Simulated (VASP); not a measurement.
# What goes wrong when BN is relaxed with a bad input, part 2 of 2

Aim: see how common mistakes in a VASP relaxation show up, on BN. The starting structure is a measured crystal structure from the Crystallography Open Database. The first relaxation on each setting starts from this cell expanded by 3 % in volume.

VASP 6.6.1.

Results so far: reference 9.40 Å³ an atom; low precision and a small cutoff 7.81 Å³ an atom; a k mesh far too coarse 7.04 Å³ an atom.

**5. Relaxation with a smearing far too wide**

Level of this step: PBEsol; plane waves and PAW (N, B) (VASP).

A slip made on purpose: a smearing far too wide. Against step 2 the input has SIGMA = 2 (also changed: NELM).

The input, INCAR:

```
SYSTEM = BN
PREC = Accurate
ENCUT = 520
EDIFF = 1E-06
NELM = 60
ISMEAR = 0
SIGMA = 2
LREAL = .FALSE.
ALGO = Normal
GGA = PS
NBANDS = 14
LORBIT = 11
LWAVE = .FALSE.
LCHARG = .FALSE.
KPAR = 8
IBRION = 2
NSW = 50
ISIF = 3
EDIFFG = -0.006
```

The input, POSCAR:

```
BN
1.0
    2.5287835926      0.0000000000      0.0000000000
   -1.2643917963      2.1899908319      0.0000000000
    0.0000000000      0.0000000000      6.7271567647
N B
2 2
Direct
    0.6666666667      0.3333333333      0.2500000000
    0.3333333333      0.6666666667      0.7500000000
    0.6666666667      0.3333333333      0.7500000000
    0.3333333333      0.6666666667      0.2500000000
```

The input, KPOINTS:

```
Automatic mesh
0
Gamma
10 10 4
0 0 0
```

Potentials, in the order of the species: N and B (PBE family, release 64).

Launch:

```bash
$ mpirun -np 8 vasp_std
```

Log:

```text
[... set-up lines as in an earlier step ...]
 entering main loop
       N       E                     dE             d eps       ncg     rms          rms(c)
DAV:   1     0.508755531504E+02    0.50876E+02   -0.80935E+03  1176   0.105E+03
DAV:   2    -0.359888289656E+02   -0.86864E+02   -0.79093E+02  1638   0.237E+02
DAV:   3    -0.397792391725E+02   -0.37904E+01   -0.37686E+01  1560   0.503E+01
DAV:   4    -0.398115007603E+02   -0.32262E-01   -0.32256E-01  1344   0.503E+00
[...]
DAV:  11    -0.365858876187E+02   -0.79497E-04   -0.72441E-05  1440   0.708E-02    0.204E-02
DAV:  12    -0.365858928109E+02   -0.51922E-05   -0.19637E-05  1302   0.331E-02    0.240E-03
DAV:  13    -0.365858928839E+02   -0.72991E-07   -0.61414E-07  1152   0.643E-03
   1 F= -.36585893E+02 E0= -.36447867E+02  d E =-.365859E+02
[... from here on, the cycles between the ionic steps are left out ...]
   2 F= -.36542588E+02 E0= -.36425262E+02  d E =0.433048E-01
   3 F= -.36602316E+02 E0= -.36471819E+02  d E =-.164228E-01
   4 F= -.36602319E+02 E0= -.36471978E+02  d E =-.164260E-01
   5 F= -.36602384E+02 E0= -.36472055E+02  d E =-.651758E-04
   6 F= -.36602560E+02 E0= -.36472351E+02  d E =-.241042E-03
   7 F= -.36602826E+02 E0= -.36472820E+02  d E =-.507243E-03
   8 F= -.36603027E+02 E0= -.36473394E+02  d E =-.708531E-03
[...]
reached required accuracy - stopping structural energy minimisation
```

It took 10 s on 8 MPI ranks of Intel Xeon 6975P-C (Granite Rapids), shared host; peak memory 1.4 GiB; 64 s of CPU time.

OUTCAR, selected parts (step 5):

```text
  Total        0.0182942      0.0182942      0.0006470      0.0000000      0.0000000      0.0000000
  in kB        0.7848982      0.7848982      0.0277585      0.0000000      0.0000000      0.0000000
  external PRESSURE =       0.5325183 kB  Pullay stress =       0.0000000 kB

 POSITION                                       TOTAL-FORCE (eV/Angst)
 -----------------------------------------------------------------------------------
      1.25378      0.72387      1.71442        -0.000000     -0.000000      0.000000
     -0.00000      1.44774      5.14327         0.000000      0.000000      0.000000
      1.25378      0.72387      5.14327        -0.000000     -0.000000      0.000000
     -0.00000      1.44774      1.71442         0.000000      0.000000      0.000000
 -----------------------------------------------------------------------------------
    total drift:                               -0.000000      0.000000     -0.000000

  FREE ENERGIE OF THE ION-ELECTRON SYSTEM (eV)
  ---------------------------------------------------
  free  energy   TOTEN  =       -36.6030274253 eV

  energy  without entropy=      -36.3437609718  energy(sigma->0) =      -36.47339420

[... 2 parts as in an earlier step ...]

[... 2 further parts left out ...]
[key lines of the parts left out:]
E-fermi :   4.0559
```

With a smearing far too wide the cell ends at 9.336 Å³ an atom, -0.64 % from the reference; the bulk modulus is 15.6 GPa against 12.2 GPa.

**6. Relaxation with one electron too many**

A slip made on purpose: one electron too many. Against step 2 the input has NELECT = 17 (also changed: NELM).

INCAR, as its differences from that of step 5:

```diff
@@ -6,3 +6,3 @@
 ISMEAR = 0
-SIGMA = 2
+SIGMA = 0.03
 LREAL = .FALSE.
@@ -19 +19,2 @@
 EDIFFG = -0.006
+NELECT = 17
```

POSCAR is that of step 5.

KPOINTS is that of step 5.

Launch:

```bash
$ mpirun -np 8 vasp_std
```

Log:

```text
[... set-up lines as in an earlier step ...]
 entering main loop
       N       E                     dE             d eps       ncg     rms          rms(c)
DAV:   1     0.632696755918E+02    0.63270E+02   -0.84710E+03  1176   0.109E+03
DAV:   2    -0.298381840509E+02   -0.93108E+02   -0.86585E+02  1638   0.253E+02
DAV:   3    -0.338295549971E+02   -0.39914E+01   -0.39664E+01  1560   0.528E+01
DAV:   4    -0.338629053932E+02   -0.33350E-01   -0.33345E-01  1344   0.519E+00
DAV:   5    -0.338633156945E+02   -0.41030E-03   -0.41003E-03  1602   0.548E-01BRMIX: very serious problems
 the old and the new charge density differ
 old charge density:    16.00000 new   17.00000
BRMIX: very serious problems
 the old and the new charge density differ
 old charge density:    16.00000 new   17.00000
BRMIX: very serious problems
 the old and the new charge density differ
 old charge density:    16.00000 new   17.00000
BRMIX: very serious problems
 the old and the new charge density differ
 old charge density:    16.00000 new   17.00000
BRMIX: very serious problems
 the old and the new charge density differ
[...]
DAV:   9    -0.299473013922E+02    0.68191E-02   -0.23570E-02  1326   0.121E+00    0.241E-01
DAV:  10    -0.299474237676E+02   -0.12238E-03   -0.77936E-04  1440   0.248E-01    0.356E-02
DAV:  11    -0.299474428794E+02   -0.19112E-04   -0.11530E-04  1440   0.838E-02    0.174E-02
DAV:  12    -0.299474434306E+02   -0.55114E-06   -0.15003E-05  1308   0.305E-02    0.366E-03
DAV:  13    -0.299474434439E+02   -0.13373E-07   -0.73099E-07   822   0.669E-03
   1 F= -.29947443E+02 E0= -.29947132E+02  d E =-.299474E+02
[... from here on, the cycles between the ionic steps are left out ...]
   2 F= -.30239161E+02 E0= -.30238680E+02  d E =-.291718E+00
   3 F= -.30483957E+02 E0= -.30483249E+02  d E =-.536514E+00
   4 F= -.31154825E+02 E0= -.31154595E+02  d E =-.670868E+00
   5 F= -.31697227E+02 E0= -.31696739E+02  d E =-.121327E+01
   6 F= -.31779604E+02 E0= -.31778913E+02  d E =-.129565E+01
   7 F= -.31802645E+02 E0= -.31802088E+02  d E =-.131869E+01
   8 F= -.31577797E+02 E0= -.31577046E+02  d E =0.224848E+00
   9 F= -.31845429E+02 E0= -.31844773E+02  d E =-.427838E-01
  10 F= -.31845443E+02 E0= -.31844784E+02  d E =-.427985E-01
  11 F= -.31845640E+02 E0= -.31844979E+02  d E =-.196691E-03
  12 F= -.31845697E+02 E0= -.31845044E+02  d E =-.253263E-03
[...]
reached required accuracy - stopping structural energy minimisation
```

The job ended after 18 s (8 MPI ranks; peak memory 1.5 GiB).

Parts of OUTCAR (step 6):

```text
  Total       -0.0194788     -0.0194788      0.0057382      0.0000000      0.0000000      0.0000000
  in kB       -0.5739534     -0.5739534      0.1690788      0.0000000      0.0000000      0.0000000
  external PRESSURE =      -0.3262760 kB  Pullay stress =       0.0000000 kB

 POSITION                                       TOTAL-FORCE (eV/Angst)
 -----------------------------------------------------------------------------------
      1.28524      0.74203      2.37563        -0.000000     -0.000000      0.000000
     -0.00000      1.48407      7.12688         0.000000      0.000000      0.000000
      1.28524      0.74203      7.12688        -0.000000      0.000000      0.000000
     -0.00000      1.48407      2.37563         0.000000     -0.000000      0.000000
 -----------------------------------------------------------------------------------
    total drift:                               -0.000000      0.000000     -0.000000

  FREE ENERGIE OF THE ION-ELECTRON SYSTEM (eV)
  ---------------------------------------------------
  free  energy   TOTEN  =       -31.8456967164 eV

  energy  without entropy=      -31.8443915184  energy(sigma->0) =      -31.84504412

[... 2 parts as in an earlier step ...]

[... 2 further parts left out ...]
[key lines of the parts left out:]
E-fermi :   4.0140
```

With one electron too many the cell ends at 13.594 Å³ an atom, +44.68 % from the reference, a by +2.6 %, b by +2.6 % and c by +37.5 %.

**7. The runs compared**

| run | volume (Å³/atom) | change (%) | bulk modulus (GPa) | pressure left (GPa) | core minutes |
| --- | --- | --- | --- | --- | --- |
| reference | 9.396 | - | 12.2 | 0.04 | 1.36 |
| low precision and a small cutoff | 7.811 | -16.87 | - | 0.0 | 0.427 |
| a k mesh far too coarse | 7.041 | -25.06 | 108.1 | 0.06 | 0.613 |
| a smearing far too wide | 9.336 | -0.64 | 15.6 | 0.05 | 1.39 |
| one electron too many | 13.594 | 44.68 | - | -0.03 | 2.37 |

Core minutes are wall time times ranks, summed over the relaxations behind a row (those for a bulk modulus apart), on shared hosts.

**8. Results**

```yaml
volume_of_the_reference: 9.396 Å³/atom
volume_against_the_reference_low_precision_and_a_small_cutoff: -16.87 %
volume_against_the_reference_a_k_mesh_far_too_coarse: -25.06 %
volume_against_the_reference_a_smearing_far_too_wide: -0.64 %
volume_against_the_reference_one_electron_too_many: +44.68 %
```

What this shows: Finished, but with signs in the output that stand out against the reference: low precision and a small cutoff, with the volume changed by -16.9 %, a by -0.9 %, b by -0.9 % and c by -15.3 % (signs: -23.2 GPa at the first ionic step (reference: -6.0 GPa) and an energy that rises by up to 0.1 eV an atom on the way); a k mesh far too coarse, with the volume changed by -25.1 %, a by +1.9 %, b by +1.9 % and c by -27.8 % (signs: 2.5 GPa at the first ionic step (reference: -6.0 GPa) and an energy that rises by up to 0.4 eV an atom on the way); a smearing far too wide, with the volume changed by -0.6 % (signs: a large entropy term in the energy); one electron too many, with the volume changed by +44.7 %, a by +2.6 %, b by +2.6 % and c by +37.5 % (signs: a warning on the charge density and 31.9 GPa at the first ionic step (reference: -6.0 GPa)). Further runs on this material are not shown.

[Lines on the potential files, build, host, timing and source positions are cut from VASP's logs without a mark.]

[Logs are printed without paths, hosts, clocks, repeated set-up lines and the standing remarks that a program may print on its own settings, such as how far it seeks lower states.]

[Hosts, paths, dates, database ids (printed as entryN), source tags and the programs' standing remarks are cut or masked in the printed files.]
